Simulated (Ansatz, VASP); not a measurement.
Two plane-wave programs on Au

Contents of INCAR:

```
SYSTEM = Au
PREC = Accurate
ENCUT = 520
EDIFF = 1E-6
ISMEAR = 0
SIGMA = 0.1
LREAL = .FALSE.
LASPH = .TRUE.
NELM = 100
ALGO = Normal
ISIF = 2
LWAVE = .FALSE.
LCHARG = .TRUE.
GGA = PE
LELF = .TRUE.
LVHAR = .TRUE.
NBANDS = 18
```

KPOINTS

```
regular mesh
0
G
  6 6 4
  0 0 0
```

POSCAR

```
Au
1.0
    1.4113099650     -2.5559330250      0.0000000000
    1.4113099650      2.5559330250      0.0000000000
    0.0000000000      0.0000000000      4.8931696100
Au
2
Direct
    0.6653279700      0.3346720300      0.2500000000
    0.3346720300      0.6653279700      0.7500000000
```

Input for Ansatz:

```yaml
crystal:
  lattice:
    - [1.411309965, -2.555933025, 0.0]
    - [1.411309965, 2.555933025, 0.0]
    - [0.0, 0.0, 4.89316961]
  atoms:
    - { symbol: Au, position: [0.66532797, 0.33467203, 0.25] }
    - { symbol: Au, position: [0.33467203, 0.66532797, 0.75] }
basis:
  ecutwfc: "38 Ry"
kpoints:
  mp_grid: { grid: [6, 6, 4] }
hamiltonian:
  xc: pbe
scf:
  occupations: { method: gaussian, width: 0.1 }
output:
  forces: true
  stress: true
  eigenvalues: true
```

Alike in both runs: task single point; functional PBE; k mesh 6 × 6 × 4; occupations gaussian, width 0.1 eV; no spin polarisation.

|  | VASP | Ansatz |
| --- | --- | --- |
| version | VASP 6.6.1 | Ansatz 0.2.0 |
| potentials or method | VASP PAW PBE potentials, release 64 (Au) | scalar-relativistic, plane waves, PAW |
| plane-wave cutoff (eV) | 520 | 517 |
| valence electrons in the cell | 22 | 38 |

Ansatz gave:

- gap on the k mesh at the Fermi level (eV): none
- pressure (GPa): 3.4
- largest component of the traceless stress (GPa): 4.87
- rms of the force components (eV/Å): 0.016

**Question.** Estimate VASP's values.

**Answer.** gap on the k mesh at the Fermi level (eV): none; pressure (GPa): 3.2; largest component of the traceless stress (GPa): 4.89; rms of the force components (eV/Å): 0.014.

Atom by atom the forces differ by 0.002 eV/Å (rms over components). A gap of «none» marks a metal or a gap that the smearing closes. With one functional, cell and mesh, what is left measures potentials, basis and numerics. The two sets of potentials don't hold the same shells in valence.

Caveats: the k mesh is coarse (spacing up to 0.42 Å⁻¹), so the values aren't converged. The runs have no spin-orbit coupling, so splittings on Au are missing.
